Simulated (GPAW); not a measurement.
Here is a GPAW 26.7.0 calculation.

run.py

```python
from ase.dft.bandgap import bandgap
from ase.io import read, write
from ase.units import GPa
from gpaw import GPAW, PW

atoms = read('TiC.xyz')

calc = GPAW(mode=PW(600),
            xc='MGGA_X_R2SCAN+MGGA_C_R2SCAN',
            kpts={'size': (9, 9, 9), 'gamma': True},
            occupations={'name': 'fermi-dirac', 'width': 0.05},
            nbands=18,
            maxiter=120,
            txt='gpaw.txt')
atoms.calc = calc
energy = atoms.get_potential_energy()
forces = atoms.get_forces()
stress = atoms.get_stress()
calc.write('gs.gpw')
write('result.traj', atoms)
print(f'Energy: {energy:.6f} eV')
print('Forces (eV/A):')
print(forces.round(4))
print('Stress (GPa):', (stress / GPa).round(3))
print('Fermi level:', round(calc.get_fermi_level(), 4), 'eV')
print(f'Gap: {bandgap(calc)[0]:.4f} eV, direct: {bandgap(calc, direct=True)[0]:.4f} eV')
```

The input TiC.xyz:

```xyz
2
Lattice="0.0000000000 2.1657188437 2.1657188437 2.1657188437 0.0000000000 2.1657188437 2.1657188437 2.1657188437 0.0000000000" Properties=species:S:1:pos:R:3 pbc="T T T"
Ti     0.0000000000      0.0000000000      0.0000000000
C      2.1657188437      2.1657188437      2.1657188437
```

Potentials or basis: GPAW PAW data sets (gpaw-data 1.2.1), pw.

Launch:

```console
$ OMP_NUM_THREADS=1 python run.py
```

(1) What does it give for the pressure?

(2) What does it give for the band gap on the k mesh?

Results:

(1) 0.1 GPa.

(2) none (metal or under the smearing width).

Caveat: the cutoff is short for stress and forces, so pressures can be off by a GPa or more; the PAW data sets were made with another functional, which shifts forces and pressure a little.
